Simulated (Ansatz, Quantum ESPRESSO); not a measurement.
# 2H-MoS2, 1 layer, rectangular cell: the energy at a withheld member of a series

**Set-up.** Quantum ESPRESSO 7.5, PBE, GBRV ultrasoft. Cell and atoms are first relaxed; each strained cell is then held, the other axis too, and the atoms relax in it. A periodic run with 15 Å of vacuum in the starting cell gives the vacuum levels, and bands follow along a path. The series steps strain along the first axis. Energies count from the lowest.

```tsv
strain along the first axis	energy (eV)
-4 %	0.1298
-3 %	0.0713
-2 %	0.0310
-1 %	0.0076
0 %	0.0000
2 %	0.0272
3 %	0.0597
4 %	0.1038
```

**Question.** What is the energy at 1 %?

**Worked estimate.** The rows at 0 % and 2 % give a slope of (0.0272 − (0.0000))/(2 − (0)) = 0.0136, so a straight line gives 0.0136 eV. A parabola through these and the row at -1 % gives 0.0065 eV.

**The withheld run.** 0.0069 eV. The line misses by +0.0067 and the parabola by −0.0004 eV. The parabola does better.

Caveats: Semilocal gaps are too small; the 1×1 cell can't ripple over many cells under compression as a free sheet would. No spin-orbit coupling.

[Logs are printed without paths, hosts, clocks, repeated set-up lines and the standing remarks that a program may print on its own settings, such as how far it seeks lower states.]
